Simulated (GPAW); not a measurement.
# Fe2 Ru4 Fe2 0001: parallel and opposed starts, part 2 of 2

Wanted: the moments of Fe2 Ru4 Fe2 0001 and the energy of each order that was tried.

GPAW 26.7.0; PBE; plane waves with GPAW's PAW setups, scalar-relativistic.

So far. Step 2 (Run 1 (ferro ++++)): After 62 cycles the largest moment stands at 2.76 μB.

### 3. Order 2, typed as antiferro ++--

Another pattern of signs weighs the neighbour shells otherwise.

Input file order2.py:

```python
import json
import numpy as np
from ase import Atoms
from ase.parallel import paropen, parprint
from gpaw import GPAW

atoms = Atoms(['Fe', 'Fe', 'Ru', 'Ru', 'Ru', 'Ru', 'Fe', 'Fe'],
    cell=[[2.706, 0.0, 0.0],
         [-1.353, 2.343465, 0.0],
         [0.0, 0.0, 26.160876]],
    scaled_positions=[[0.0, 0.0, 0.22935],
         [0.333333, 0.666667, 0.300479],
         [0.0, 0.0, 0.377032],
         [0.333333, 0.666667, 0.459011],
         [0.0, 0.0, 0.540989],
         [0.333333, 0.666667, 0.622968],
         [0.0, 0.0, 0.699521],
         [0.333333, 0.666667, 0.77065]],
    pbc=True,
    magmoms=[2.6, 2.6, 0.0, 0.0, 0.0, 0.0, -2.6, -2.6])
atoms.calc = GPAW(mode={'name': 'pw', 'ecut': 450},
    xc='PBE',
    kpts={'size': (20, 20, 1), 'gamma': True},
    occupations={'name': 'fermi-dirac', 'width': 0.05},
    convergence={'density': 1e-05, 'energy': 1e-05},
    maxiter=200,
    mixer={'name': 'pulay', 'beta': 0.03, 'nmaxold': 8, 'weight': 100},
    symmetry={'tolerance': 1e-4},
    txt='order2.txt')
e = atoms.get_potential_energy(force_consistent=True)
res = {'free_energy': e, 'energy_sigma0': atoms.get_potential_energy(), 'fermi_energy': atoms.calc.get_fermi_level()}
res['moments'] = atoms.get_magnetic_moments().tolist()
res['total'] = atoms.get_magnetic_moment()
parprint('site moments (muB):', np.round(res['moments'], 3))
parprint(f"total moment: {res['total']:.3f} muB")
parprint(f'free energy: {e:.6f} eV')
atoms.calc.write('order2.gpw')
with paropen('results.json', 'w') as f:
    json.dump(res, f)
```

Run with:

```console
> OMP_NUM_THREADS=1 mpirun -n 4 gpaw python order2.py > order2.log
```

Numbers of over 12 decimals in the logs are rounded to 6 here.

Log:

```text
site moments (muB): [ 2.753  2.269 -0.101 -0.072  0.072  0.101 -2.269 -2.753]
total moment: 0.000 muB
free energy: -70.973822 eV

--- order2.txt ---
Input parameters:
  mode=PW(ecut=450),
  convergence={'density': 1e-05, 'energy': 1e-05},
  kpts=MonkhorstPack(size=(20, 20, 1), gamma=True),
  maxiter=200,
  mixer=Pulay(name='pulay', nmaxold=8, beta=0.03, weight=100, sigma=0.015, g_ss=None),
  occupations=Occupations(name='fermi-dirac', width=0.05),
  symmetry=Symmetry(tolerance=0.0001),
  xc=XC(name='PBE')

Diagonalizing LCAO Hamiltonian
Converting LCAO to pw mode

        Fe

       Fe
        Ru

       Ru
        Ru

       Ru
        Fe

       Fe

Atoms  # Å, Bohr magnetons
|   | symbol |         x |        y |         z |    initial magnetic moments |
|---|--------|-----------|----------|-----------|-----------------------------|
| 0 |     Fe |  0.000000 | 0.000000 |  5.999997 | ( 0.0000,  0.0000,  2.6000) |
| 1 |     Fe | -0.000001 | 1.562311 |  7.860794 | ( 0.0000,  0.0000,  2.6000) |
| 2 |     Ru |  0.000000 | 0.000000 |  9.863487 | ( 0.0000,  0.0000,  0.0000) |
| 3 |     Ru | -0.000001 | 1.562311 | 12.008130 | ( 0.0000,  0.0000,  0.0000) |
| 4 |     Ru |  0.000000 | 0.000000 | 14.152746 | ( 0.0000,  0.0000,  0.0000) |
| 5 |     Ru | -0.000001 | 1.562311 | 16.297389 | ( 0.0000,  0.0000,  0.0000) |
| 6 |     Fe |  0.000000 | 0.000000 | 18.300082 | ( 0.0000,  0.0000, -2.6000) |
| 7 |     Fe | -0.000001 | 1.562311 | 20.160879 | ( 0.0000,  0.0000, -2.6000) |

Unit cell  # Å
| periodic |         x |        y |         z |   lengths |     angles |
|----------|-----------|----------|-----------|-----------|------------|
|      yes |  2.706000 | 0.000000 |  0.000000 |  2.706000 |  90.000000 |
|      yes | -1.353000 | 2.343465 |  0.000000 |  2.706000 |  90.000000 |
|      yes |  0.000000 | 0.000000 | 26.160876 | 26.160876 | 119.999997 |

Number of symmetries: 6

BZ-sampling:
  Number of BZ points: 400
  Number of IBZ points: 44

  Monkhorst-Pack size: [20, 20, 1]
  Monkhorst-Pack shift: [0.025, 0.025, 0.0]

Plane wave coefficients: 3631
Cutoff: 450.000000 eV

Spin-components: 2 (collinear spins)
Bands:           62
Projectors:      48
Spin-degeneracy: 1
Datatype:        complex128

Parallelization:
  kpt:    4
  domain: 1
  band:   1

Density:
  Valence electrons: 96.0
  Components: 2
  Grid points: [ 14  14 128]
  Charge: 0.0  # |e|

Potential:
  Grid points: [ 14  14 128]

[... setups left out ...]
Reference energy: -631458.318331  # eV

eigensolver:
  PPCG
  Converge bands: occupied
  niter=2

density mixing:
  Pulay-Mixer
  Linear mixing parameters: 0.03
  Old densities: 8
  Fourier metric: weight=100, sigma=0.015

occupation numbers:
  Fermi-Dirac:
    width: 0.0500  # eV

poisson solver:
  ecut: 3600.000000  # eV

xc functional:
  name: PBE with 2 nearest neighbor stencil

convergence criteria:
- Maximum integral of absolute [dens]ity change: 1e-05 electrons / valence electron
- Maximum [total energy] change in last 3 cyles: 1e-05 eV / valence electron
- Maximum integral of absolute [eigenst]ate change: 4e-08 eV^2 / valence electron
maximum number of iterations: 200

SCF iterations
|iter     |      energy | eigst |  dens |  magmom |
|---------|-------------|-------|-------|---------|
|iter:   1|       0s |  -85.444959 | +0.32 |       |  +0.0000|
|iter:   2|       8s | -123.956264 | +0.48 | -0.65 |  -0.0000|
|iter:   3|      16s |  -74.528739 | -0.39 | -0.50 |  -0.0001|
|iter:   4|      24s |  -73.843799 | -1.60 | -0.99 |  -0.0004|
|iter:   5|      32s |  -73.698004 | -1.72 | -1.02 |  +0.0072|
|iter:   6|      40s |  -72.483091 | -2.36 | -0.95 |  +0.0022|
|iter:   7|      48s |  -71.161439 | -1.24 | -1.11 |  +0.0061|
|iter:   8|      56s |  -70.898513 | -1.82 | -1.31 |  +0.0091|
|iter:   9|      65s |  -70.864348 | -2.76 | -1.40 |  +0.0094|
|iter:  10|      73s |  -70.764400 | -1.96 | -1.41 |  +0.0087|
[... 39 iterations left out ...]
|iter:  50|     356s |  -70.934081c| -8.05c| -4.51 |  +0.0002|
|iter:  51|     360s |  -70.934081c| -7.88c| -4.54 |  +0.0001|
|iter:  52|     364s |  -70.934081c| -8.09c| -4.61 |  +0.0001|
|iter:  53|     368s |  -70.934081c| -8.28c| -4.65 |  +0.0001|
|iter:  54|     371s |  -70.934081c| -8.53c| -4.69 |  +0.0001|
|iter:  55|     375s |  -70.934081c| -8.66c| -4.74 |  +0.0001|
|iter:  56|     379s |  -70.934081c| -8.19c| -4.76 |  +0.0001|
|iter:  57|     383s |  -70.934081c| -8.55c| -4.88 |  +0.0001|
|iter:  58|     387s |  -70.934081c| -8.28c| -4.92 |  +0.0000|
|iter:  59|     391s |  -70.934081c| -8.64c| -5.01c|  +0.0000|

Converged in 59 steps
Energy contributions relative to reference atoms: (reference = -631458.318331)

Energy contributions:
  Kinetic:          28.224532
  Coulomb:         -36.555766
  Zero:             -0.203913
  External:          0.000000
  Xc:              -62.359194
  Entropy:          -0.079481
  Spinorbit:         0.000000
  ----------------------------
  Free energy:     -70.973822
  Extrapolated:    -70.934081

dipole moment: (-26.721800, -21.696454, -0.000523)  # |e|*Ang

Total magnetic moment: (0.000000, 0.000000, 0.000030)

Local magnetic moments
|        x |        y |         z |
|----------|----------|-----------|
| 0.000000 | 0.000000 |  2.753309 |  # Fe   0
| 0.000000 | 0.000000 |  2.268882 |  # Fe   1
| 0.000000 | 0.000000 | -0.100818 |  # Ru   2
| 0.000000 | 0.000000 | -0.072133 |  # Ru   3
| 0.000000 | 0.000000 |  0.072126 |  # Ru   4
| 0.000000 | 0.000000 |  0.100824 |  # Ru   5
| 0.000000 | 0.000000 | -2.268851 |  # Fe   6
| 0.000000 | 0.000000 | -2.753307 |  # Fe   7

Fermi level: 5.642
Eigenvalues  # (at kpt = [-0.000, -0.000, 0.000])
| band index |      eig [eV] | occ [0-1] |      eig [eV] | occ [0-1] |
|------------|---------------|-----------|---------------|-----------|
|          0 |       -67.455 |     1.000 |       -67.455 |     1.000 |
|        ... |               |           |               |           |
|         44 |         4.647 |     1.000 |         4.647 |     1.000 |
|         45 |         4.847 |     1.000 |         4.847 |     1.000 |
|         46 |         4.847 |     1.000 |         4.847 |     1.000 |
|         47 |         5.243 |     1.000 |         5.243 |     1.000 |
|         48 |         5.243 |     1.000 |         5.243 |     1.000 |
|         49 |         5.416 |     0.989 |         5.416 |     0.989 |
|         50 |         5.416 |     0.989 |         5.416 |     0.989 |
|         51 |         5.484 |     0.959 |         5.484 |     0.959 |
|         52 |         5.864 |     0.012 |         5.864 |     0.012 |
|         53 |         5.864 |     0.012 |         5.864 |     0.012 |
|         54 |         5.930 |     0.003 |         5.930 |     0.003 |
|         55 |         6.338 |     0.000 |         6.338 |     0.000 |
|         56 |         6.377 |     0.000 |         6.377 |     0.000 |
|         57 |         6.378 |     0.000 |         6.378 |     0.000 |
|         58 |         6.745 |     0.000 |         6.745 |     0.000 |
|         59 |         6.745 |     0.000 |         6.745 |     0.000 |
|        ... |               |           |               |           |
|         61 |         7.070 |     0.000 |         7.070 |     0.000 |

No gap
No difference between direct/indirect transitions
```

The job ended after 6.8 min (4 MPI ranks of Arm Neoverse V1, shared host; peak memory 1.2 GiB).

Spin moment in the augmentation sphere by atom:

```
atom  spin moment in the augmentation sphere (μB)
 Fe1                                         2.75
 Fe2                                         2.27
 Ru3                                        -0.10
 Ru4                                        -0.07
 Ru5                                         0.07
 Ru6                                         0.10
 Fe7                                        -2.27
 Fe8                                        -2.75
```

Read from the output:

* magnetization: 0 μB
* final state: antiferromagnetic

It lies 5.93 meV a seeded atom under the first start, and its largest moment is 2.75 μB against 2.76 μB.

### 4. The states side by side

These are free energies at a smearing of 0.05 eV, so its entropy term is in the differences. They are divided by the number of seeded atoms, so that cells of unlike size compare.

Orders:

```
         start        final state  typed order kept  energy over the lowest (meV a seeded atom)  largest site moment (μB)  net moment (μB a primitive cell)  mesh matched  CPU time (s)
    ferro ++++      ferromagnetic               yes                                       5.933                     2.759                             9.978           yes          1900
antiferro ++--  antiferromagnetic               yes                                           0                     2.753                                 0           yes          1640
```

### 5. What came out

| Quantity | Value |
| --- | --- |
| lowest state found | antiferromagnetic (typed antiferro ++--) |
| largest site moment | 2.75 μB |
| next state | ferromagnetic, 5.93 meV a seeded atom higher |

The lowest state found is antiferromagnetic, reached from the start antiferro ++--, with moments up to 2.75 μB. The next state costs 5.9 meV a seeded atom. Only 2 starts are shown; other collinear patterns, canted and longer-period orders are not.

[Logs and program files are shortened in this print: banners, set-up blocks, solver, clock and traceback lines can be left out without a mark of their own.]

[Logs are printed without paths, hosts, clocks, repeated set-up lines and the standing remarks that a program may print on its own settings, such as how far it seeks lower states.]

[Hosts, paths, dates, database ids (printed as entryN), source tags and the programs' standing remarks are cut or masked in the printed files.]

[Where a cell is said to come from a database of computed structures, the database is the Materials Project.]
